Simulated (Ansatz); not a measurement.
The system is CdGeAs2.

```xyz
8
Lattice="-2.9889 2.9889 5.6643 2.9889 -2.9889 5.6643 2.9889 2.9889 -5.6643" Properties=species:S:1:pos:R:3 pbc="T T T"
Cd    0.0000    0.0000    5.6643
Cd    2.9889    0.0000    2.8321
As    1.4944    1.3224   -1.4161
As    1.6665   -1.4944    7.0804
As    1.4944    1.6665    4.2482
As    1.3224    4.4833    1.4161
Ge    0.0000    2.9889    2.8321
Ge    0.0000    0.0000    0.0000
```

The cell is a database's computed one.

Base run:

| Quantity | Value |
| --- | --- |
| Program | Ansatz 0.2.0 |
| Functional | PBE0 |
| Potentials or basis | Ansatz PAW |
| Cutoff | 420 eV |
| Density cutoff | 1680 eV |
| k mesh | 4 × 4 × 4 |
| Occupations | fermi-dirac, width 0.05 eV |
| Spin | no spin polarisation |

Its results: band gap on the k mesh 0.99 eV, direct; largest force 0.037 eV/Å.

Q: The run is repeated on the same cell with these changes: functional from PBE0 to HSE06. What comes out?

A: Band gap on the k mesh 0.45 eV, direct; largest force 0.030 eV/Å.

Caveats: the PAW data sets come from PBE, with cores solved anew for the run's functional, which leaves a small shift of forces and pressure.

Not every run made on this cell is shown here.
